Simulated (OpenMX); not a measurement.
The system is BeTe.

```xyz
2
Lattice="0.0000 2.7700 2.7700 2.7700 0.0000 2.7700 2.7700 2.7700 0.0000" Properties=species:S:1:pos:R:3 pbc="T T T"
Te    4.1550    4.1550    4.1550
Be    0.0000    0.0000    0.0000
```

Base run:

- Program: OpenMX 3.8.5
- Functional: PBE
- Potentials or basis: OpenMX 2013 PBE set, Te7.0-s3p3d2f1, Be7.0-s3p2d1, grid cutoff 500 Ry
- k mesh: 9 × 9 × 9
- Occupations: fermi-dirac, width 0.05 eV
- Spin: no spin polarisation

Its results: band gap on the k mesh 1.94 eV, indirect (least direct gap 3.56 eV); pressure 5.2 GPa.

**Question.** The run is repeated on the same cell with these changes: functional from PBE to LDA; potentials or basis from OpenMX 2013 PBE set, Te7.0-s3p3d2f1, Be7.0-s3p2d1, grid cutoff 500 Ry to OpenMX 2013 LDA set, Te7.0-s3p2d2f1, Be7.0-s2p2, grid cutoff 500 Ry. What comes out?

**Answer.** Band gap on the k mesh 1.90 eV, indirect (least direct gap 3.60 eV); pressure 1.7 GPa.

Caveats: spin-orbit coupling is left out, which moves the levels of the heavy elements; the basis of atomic orbitals isn't converged, which shifts pressures, moduli and gaps.
